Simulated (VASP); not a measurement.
# TiSi2 (Fddd) in VASP: a series of runs, part 2 of 2

VASP 6.6.1. Earlier steps stand in the parts before.

## 5. Relaxation of cell and atoms, LDA, target pressure 20 GPa, at which the enthalpy is minimised

File INCAR:

```
SYSTEM = TiSi2
PREC = Accurate
ENCUT = 600
EDIFF = 1E-6
ISMEAR = -1
SIGMA = 0.05
LREAL = .FALSE.
LASPH = .TRUE.
NELM = 100
ALGO = Normal
ISIF = 3
LWAVE = .FALSE.
LCHARG = .FALSE.
GGA = CA
IBRION = 2
NSW = 60
EDIFFG = -0.02
PSTRESS = 200
```

File KPOINTS:

```
regular mesh
0
G
  5 5 5
  0 0 0
```

File POSCAR:

```
TiSi2
1.0
    0.0000000000      4.1175163063      4.2628978354
    2.3895119538      0.0000000000      4.2628978354
    2.3895119538      4.1175163063      0.0000000000
Ti Si
2 4
Direct
    0.7500000000      0.7500000000      0.7500000000
    0.5000000000      0.5000000000      0.5000000000
    0.4125656100      0.0874343900      0.4125656100
    0.0874343900      0.4125656100      0.0874343900
    0.1625656100      0.8374343900      0.1625656100
    0.8374343900      0.1625656100      0.8374343900
```

Potentials or basis: VASP PAW LDA potentials, release 64 (Ti_sv, Si).

On the command line:

```bash
$ cat potpaw_LDA.64/Ti_sv/POTCAR potpaw_LDA.64/Si/POTCAR > POTCAR
$ mpirun -np 1 vasp_std > vasp.out
```

OUTCAR:

```text
SYSTEM = TiSi2
   PREC = Accurate
   ENCUT = 600
   EDIFF = 1E-6
   ISMEAR = -1
   LREAL = .FALSE.
   LASPH = .TRUE.
   NELM = 100
   ISIF = 3
   GGA = CA
   IBRION = 2
   NSW = 60
   EDIFFG = -0.02
   PSTRESS = 200

 ion  position               nearest neighbor table
   1  0.750  0.750  0.750-   6 2.55   5 2.55   6 2.55   5 2.55   3 2.74   3 2.74   4 2.74   4 2.74
                             3 2.78   4 2.78
   2  0.500  0.500  0.500-   4 2.55   3 2.55   4 2.55   3 2.55   5 2.74   5 2.74   6 2.74   6 2.74
                             5 2.78   6 2.78
   3  0.413  0.087  0.413-   6 2.52   6 2.52   2 2.55   2 2.55   4 2.68   1 2.74   1 2.74   1 2.78
                             4 2.79   4 2.79
   4  0.087  0.413  0.087-   5 2.52   5 2.52   2 2.55   2 2.55   3 2.68   1 2.74   1 2.74   1 2.78
                             3 2.79   3 2.79
   5  0.163  0.837  0.163-   4 2.52   4 2.52   1 2.55   1 2.55   6 2.68   2 2.74   2 2.74   2 2.78
                             6 2.79   6 2.79
   6  0.837  0.163  0.837-   3 2.52   3 2.52   1 2.55   1 2.55   5 2.68   2 2.74   2 2.74   2 2.78
                             5 2.79   5 2.79

  LATTYP: Found a face centered orthorhombic cell.
 ALAT       =     4.7790239076
 B/A-ratio  =     1.7231620456
 C/A-ratio  =     1.7840035613

  Lattice vectors:

 A1 = (   0.0000000000,   4.1175163063,   4.2628978354)
 A2 = (   2.3895119538,   0.0000000000,   4.2628978354)
 A3 = (   2.3895119538,   4.1175163063,   0.0000000000)

Analysis of symmetry for initial positions (statically):
=====================================================================
 Subroutine PRICEL returns:
 Original cell was already a primitive cell.

 Routine SETGRP: Setting up the symmetry group for a
 face centered orthorhombic supercell.

 Subroutine GETGRP returns: Found  8 space group operations
 (whereof  4 operations were pure point group operations)
 out of a pool of  8 trial point group operations.

The static configuration has the point symmetry D_2 .
 The point group associated with its full space group is D_2h.

Analysis of symmetry for dynamics (positions and initial velocities):
=====================================================================
 Subroutine PRICEL returns:
 Original cell was already a primitive cell.

 Routine SETGRP: Setting up the symmetry group for a
 face centered orthorhombic supercell.

 Subroutine GETGRP returns: Found  8 space group operations
 (whereof  4 operations were pure point group operations)
 out of a pool of  8 trial point group operations.

The dynamic configuration has the point symmetry D_2 .
 The point group associated with its full space group is D_2h.

 Subroutine INISYM returns: Found  8 space group operations
 (whereof  4 operations are pure point group operations),
 and found     1 'primitive' translations

----------------------------------------------------------------------------------------

                                     Primitive cell

  volume of cell :      83.8841

  direct lattice vectors                    reciprocal lattice vectors
     0.000000000  4.117516306  4.262897835    -0.209247750  0.121432427  0.117291106
     2.389511954  0.000000000  4.262897835     0.209247750 -0.121432427  0.117291106
     2.389511954  4.117516306  0.000000000     0.209247750  0.121432427 -0.117291106

  length of vectors
     5.926739280  4.886928006  4.760641544     0.268863643  0.268863643  0.268863643

  position of ions in fractional coordinates (direct lattice)
     0.750000000  0.750000000  0.750000000
     0.500000000  0.500000000  0.500000000
     0.412565610  0.087434390  0.412565610
     0.087434390  0.412565610  0.087434390
     0.162565610  0.837434390  0.162565610
     0.837434390  0.162565610  0.837434390

  ion indices of the primitive-cell ions
[... 32 lines left out ...]
 Found     27 irreducible k-points:

 Following reciprocal coordinates:
            Coordinates               Weight
  0.000000  0.000000  0.000000      1.000000
  0.200000 -0.000000 -0.000000      8.000000
  0.400000  0.000000  0.000000      8.000000
  0.200000  0.200000  0.000000      2.000000
  0.400000  0.200000 -0.000000      8.000000
 -0.400000  0.200000  0.000000      8.000000
[... 16 lines left out ...]
 -0.400000  0.000000  0.400000      4.000000
 -0.400000  0.200000  0.400000      4.000000
 [... further k-points ...]
   k-points           NKPTS =     27   k-points in BZ     NKDIM =     27   number of bands    NBANDS=     24
   number of dos      NEDOS =    301   number of ions     NIONS =      6
   total plane-waves  NPLWV =  76800
   dimension x,y,z NGX =    48 NGY =   40 NGZ =   40
   dimension x,y,z NGXF=    96 NGYF=   80 NGZF=   80
   ions per type =               2   4
   NGX,Y,Z   is equivalent  to a cutoff of  13.46, 13.61, 13.97 a.u.
   NGXF,Y,Z  is equivalent  to a cutoff of  26.93, 27.21, 27.94 a.u.
 SYSTEM =  TiSi2
   PREC   = accura    normal or accurate (medium, high low for compatibility)
   ISTART =      0    job   : 0-new  1-cont  2-samecut
   ICHARG =      2    charge: 1-file 2-atom 10-const
   ISPIN  =      1    spin polarized calculation?
   LNONCOLLINEAR =      F non collinear calculations
   LSORBIT =      F    spin-orbit coupling
   LASPH  =      T    aspherical Exc in radial PAW
   ENCUT  =  600.0 eV  44.10 Ry    6.64 a.u.  11.84  9.76  9.51*2*pi/ulx,y,z
   NELM   =    100;   NELMIN=  2; NELMDL= -5     # of ELM steps
   EDIFF  = 0.1E-05   stopping-criterion for ELM
   LREAL  =      F    real-space projection
   EDIFFG = -.2E-01   stopping-criterion for IOM
   NSW    =     60    number of steps for IOM
   IBRION =      2    ionic relax: 0-MD 1-quasi-New 2-CG
   NFREE  =      1    steps in history (QN), initial steepest desc. (CG)
   ISIF   =      3    stress and relaxation
   ISYM   =      2    0-nonsym 1-usesym 2-fastsym
   POTIM  = 0.5000    time-step for ionic-motion
   TEBEG  =    0.0;   TEEND  =   0.0 temperature during run
   PSTRESS=  200.0 pullay stress
   NELECT =      40.0000    total number of electrons
   NUPDOWN=      -1.0000    fix difference up-down
   EMIN   =  10.00;   EMAX   =-10.00  energy-range for DOS
   EFERMI =   0.00;   METHOD = LEGACY
   ISMEAR =    -1;   SIGMA  =   0.05  broadening in eV -4-tet -1-fermi 0-gaus
   EFERMI_NEDOS =   21; number of points for ismear=-14 and -15
   IALGO  =     38    algorithm
   IMIX   =      4    mixing-type and parameters
     AMIX     =   0.40;   BMIX     =  1.00
     AMIX_MAG =   1.60;   BMIX_MAG =  1.00
  volume/ion in A,a.u.               =      13.98        94.35
  Fermi-wavevector in a.u.,A,eV,Ry     =   1.278994  2.416947 22.256742  1.635824
  Thomas-Fermi vector in A             =   2.411504
   LORBIT       =      0    0 simple, 1 ext, 2 COOP (PROOUT), +10 PAW based schemes
   GGA     = CA    functional components
   LHFCALC =     F    Hartree Fock is set to
   AEXX    =    0.0000 exact exchange contribution
   IVDW    =     0    specifies the selected vdW correction
   LEPSILON=     F    determine dielectric tensor
   LRPA    =     F    only Hartree local field effects (RPA)
 conjugate gradient relaxation of ions
 non-spin polarized calculation
  energy-cutoff  :      600.00
  volume of cell :       83.88
 maximum number of plane-waves:      2827
   NGX = 23   NGY = 19   NGZ = 19

--------------------------------------- Ionic step        1  -------------------------------------------

 number of electron      39.9999999 magnetization

 Free energy of the ion-electron system (eV)
  ---------------------------------------------------
  ext. energy  EPLUGINS =         0.00000000
  ---------------------------------------------------
  free energy    TOTEN  =       -44.88434992 eV

  energy without entropy =      -44.86347036  energy(sigma->0) =      -44.87391014

 E-fermi :   9.9809     XC(G=0): -11.8906

 val. band max:        9.9802946138   @ k =   0.4000   0.0000   0.0000
 cond. band min:      10.0176409371   @ k =  -0.2000   0.2000   0.0000
 fundamental gap:      0.0373463233
 Fermi energy:         9.9809399088

 k-point     1 :       0.0000    0.0000    0.0000
  band No.  band energies     occupation
      1     -45.4963      2.00000
      2     -45.4658      2.00000
      3     -22.2666      2.00000
      4     -22.2645      2.00000
      5     -22.1736      2.00000
      6     -22.1582      2.00000
[... 760 lines left out ...]
  energy  without entropy=      -44.5257744667  energy(sigma->0) =      -44.53549965

  enthalpy is  TOTEN    =       -35.3237729043 eV   P V=        9.2214519235

[... ionic steps 4 to 8 ...]

--------------------------------------- Ionic step        9  -------------------------------------------

 number of electron      40.0000000 magnetization

------------------------ aborting loop because EDIFF is reached ----------------------------------------
[... 79 lines left out ...]
--------------------------------------- Ionic step       11  -------------------------------------------

 number of electron      39.9999999 magnetization

 Free energy of the ion-electron system (eV)
  ---------------------------------------------------
  ext. energy  EPLUGINS =         0.00000000
  ---------------------------------------------------
  free energy    TOTEN  =       -44.48402434 eV

  energy without entropy =      -44.46482374  energy(sigma->0) =      -44.47442404

 E-fermi :  11.7573     XC(G=0): -12.5133

 val. band max:       11.7418498057   @ k =   0.0000   0.2000   0.2000
 cond. band min:      11.7803892184   @ k =  -0.2000   0.2000   0.0000
 fundamental gap:      0.0385394127
 Fermi energy:        11.7572862439

 k-point     1 :       0.0000    0.0000    0.0000
  band No.  band energies     occupation
      1     -43.2960      2.00000
      2     -43.2396      2.00000
      3     -20.1923      2.00000
      4     -20.1295      2.00000
      5     -20.0253      2.00000
      6     -20.0027      2.00000
[... 676 lines left out ...]
  energy  without entropy=      -44.4648237434  energy(sigma->0) =      -44.47442404

  enthalpy is  TOTEN    =       -35.3504618093 eV   P V=        9.1335625280

 reached required accuracy - stopping structural energy minimisation
```

Wall time 14 min (1 thread of AMD EPYC 7R43 (Zen 3), shared host); peak memory 0.22 GiB.

What came out:

```yaml
Free_energy: -44.4840 eV
Relaxed_volume: 12.19 Å³/atom
Relaxed_cell: a = 5.673 Å, b = 4.711 Å, c = 4.512 Å, α = 75.88°, β = 53.65°, γ = 50.48°
Space_group_after_relaxing_to_0.05_Å: Fddd (No. 70)
Energy_change_on_relaxing_the_enthalpy_is_what_falls: +66.7 meV/atom
Ionic_steps: 11
Pressure_after_relaxing: 19.9 GPa
Largest_force_after_relaxing: 0.017 eV/Å
Band_gap_on_the_k_mesh: none (metal or under the smearing width)
```

Forces in eV/Å, atoms in the order of the input:
```
Ti   0.000  0.000  0.000
Ti   0.000  0.000  0.000
Si   0.000  0.017  0.000
Si   0.000 -0.017  0.000
Si   0.000  0.017  0.000
Si   0.000 -0.017  0.000
```

Stress tensor (GPa, compression positive):
```
20.00  0.00  0.00
 0.00 19.80  0.00
 0.00  0.00 19.91
```

The path:
```csv
step,energy change (eV),largest force (eV/Å),pressure (GPa),volume (Å³)
1,0.0000,0.0103,-4.89,83.88
2,4.4463,0.3803,88.69,60.18
3,0.3391,0.1049,18.35,73.87
4,0.3914,0.1108,19.75,73.43
5,0.4163,0.1134,20.42,73.23
6,0.4426,0.0329,20.63,72.89
7,0.4214,0.0600,20.49,73.01
8,0.4220,0.0589,20.49,73.00
9,0.3811,0.0276,19.42,73.33
10,0.3957,0.0387,19.79,73.21
11,0.4003,0.0169,19.90,73.17
```

Final structure:
```cif
data_structure
_symmetry_space_group_name_H-M 'P 1'
_symmetry_Int_Tables_number 1
_cell_length_a 5.6728
_cell_length_b 4.7111
_cell_length_c 4.5120
_cell_angle_alpha 75.877
_cell_angle_beta 53.647
_cell_angle_gamma 50.475
_cell_volume 73.17
loop_
_atom_site_label
_atom_site_type_symbol
_atom_site_fract_x
_atom_site_fract_y
_atom_site_fract_z
_atom_site_occupancy
Ti1 Ti 0.75000 0.75000 0.75000 1
Ti2 Ti 0.50000 0.50000 0.50000 1
Si1 Si 0.41347 0.08653 0.41347 1
Si2 Si 0.08653 0.41347 0.08653 1
Si3 Si 0.16347 0.83653 0.16347 1
Si4 Si 0.83653 0.16347 0.83653 1
```

Caveat: the cell is relaxed towards a set pressure, so the enthalpy falls and the energy may rise.

## 6. Relaxation of cell and atoms, LDA, target pressure 30 GPa, at which the enthalpy is minimised

INCAR: that of step 5 with these lines changed.

```diff
@@ -17,2 +17,2 @@
 EDIFFG = -0.02
-PSTRESS = 200
+PSTRESS = 300
```

KPOINTS is that of step 5.

POSCAR is that of step 5.

Potentials or basis: VASP PAW LDA potentials, release 64 (Ti_sv, Si).

On the command line:

```bash
$ cat potpaw_LDA.64/Ti_sv/POTCAR potpaw_LDA.64/Si/POTCAR > POTCAR
$ mpirun -np 1 vasp_std > vasp.out
```

It took 15 min on 1 thread of AMD EPYC 7R43 (Zen 3), shared host; peak memory 0.22 GiB.

The run converged. Its results:

- Free energy: -44.0456 eV
- Relaxed volume: 11.72 Å³/atom
- Relaxed cell: a = 5.600 Å, b = 4.657 Å, c = 4.446 Å, α = 75.88°, β = 53.76°, γ = 50.36°
- Space group after relaxing (to 0.05 Å): Fddd (No. 70)
- Energy change on relaxing (the enthalpy is what falls): +139.8 meV/atom
- Ionic steps: 12
- Pressure after relaxing: 30.0 GPa
- Largest force after relaxing: 0.007 eV/Å
- Band gap on the k mesh: none (metal or under the smearing width)

Forces in eV/Å, atoms in the order of the input:
```
Ti   0.000  0.000  0.000
Ti   0.000  0.000  0.000
Si   0.000  0.007  0.000
Si   0.000 -0.007  0.000
Si   0.000  0.007  0.000
Si   0.000 -0.007  0.000
```

Stress tensor (GPa, compression positive):
```
30.21  0.00  0.00
 0.00 29.89  0.00
 0.00  0.00 30.02
```

Step by step:
```tsv
step	energy change (eV)	largest force (eV/Å)	pressure (GPa)	volume (Å³)
1	0.0000	0.0103	-4.89	83.88
2	10.9004	0.6909	175.16	52.08
3	0.6305	0.1363	25.57	71.74
4	0.7819	0.1500	28.93	70.85
5	0.8367	0.1548	30.08	70.55
6	0.8933	0.0384	30.52	70.13
7	0.8478	0.0817	30.24	70.30
8	0.8488	0.0803	30.24	70.29
9	0.8231	0.0352	29.70	70.42
10	0.8191	0.0281	29.62	70.44
11	0.8496	0.0048	30.27	70.28
12	0.8387	0.0067	30.04	70.34
```

Final structure:
```
Ti Si
1.0
     0.00000    3.83660    4.07873
     2.24744    0.00000    4.07873
     2.24744    3.83660    0.00000
Ti Si
2 4
Direct
  0.75000 0.75000 0.75000
  0.50000 0.50000 0.50000
  0.41385 0.08615 0.41385
  0.08615 0.41385 0.08615
  0.16385 0.83615 0.16385
  0.83615 0.16385 0.83615
```

Levels at points of the mesh, in eV from the Fermi level:
```
           k point  band 16  band 17  band 18  band 19  band 20  band 21  band 22  band 23  band 24
(0.00, 0.00, 0.00)    -2.67    -2.60    -1.79    -1.60    -1.20    -1.07     2.50     3.87     4.07
```

Caveat: the cell is relaxed towards a set pressure, so the enthalpy falls and the energy may rise; the volume moved by over 15 % at a fixed basis, so the end points are rough.

## 7. For comparison

An earlier run on the cell as given: functional PBEsol; potentials or basis VASP PAW PBE potentials, release 64 (Ti_sv, Si); cutoff 520 eV; k mesh 7 × 7 × 7; occupations fermi-dirac, width 0.05 eV; no spin polarisation.

- Pressure: -1.8 GPa
- Largest force: 0.049 eV/Å
- Band gap on the k mesh: none (metal or under the smearing width)

## 8. The runs side by side

| task | level | potentials or basis | cell | k mesh | cutoff (eV) | target pressure | ladder | gap on the mesh (eV) | pressure (GPa) | largest force (eV/Å) |
| --- | --- | --- | --- | --- | --- | --- | --- | --- | --- | --- |
| relaxation of cell and atoms | LDA | VASP PAW LDA potentials, release 64 (Ti_sv, Si) | relaxed to 2 GPa | 5 × 5 × 5 | 600 | 2 GPa | - | none | 2.0 | 0.02 |
| relaxation of cell and atoms | LDA | VASP PAW LDA potentials, release 64 (Ti_sv, Si) | relaxed to 5 GPa | 5 × 5 × 5 | 600 | 5 GPa | - | none | 4.9 | 0.01 |
| relaxation of cell and atoms | LDA | VASP PAW LDA potentials, release 64 (Ti_sv, Si) | relaxed to 10 GPa | 5 × 5 × 5 | 600 | 10 GPa | - | none | 10.0 | 0.02 |
| relaxation of cell and atoms | LDA | VASP PAW LDA potentials, release 64 (Ti_sv, Si) | relaxed to 20 GPa | 5 × 5 × 5 | 600 | 20 GPa | - | none | 19.9 | 0.02 |
| relaxation of cell and atoms | LDA | VASP PAW LDA potentials, release 64 (Ti_sv, Si) | relaxed to 30 GPa | 5 × 5 × 5 | 600 | 30 GPa | - | none | 30.0 | 0.01 |
| single point | PBEsol | VASP PAW PBE potentials, release 64 (Ti_sv, Si) | as given | 7 × 7 × 7 | 520 | - | free | none | -1.8 | 0.05 |

Alike in all rows: no spin polarisation; smearing fermi-dirac 0.05 eV.

Caveats: the cell is relaxed towards a set pressure, so the enthalpy falls and the energy may rise (some runs); the volume moved by over 15 % at a fixed basis, so the end points are rough (some runs); the PAW data sets were made with another functional, which shifts forces and pressure a little (some runs).

Absolute energies hang on the potentials; compare differences alone.
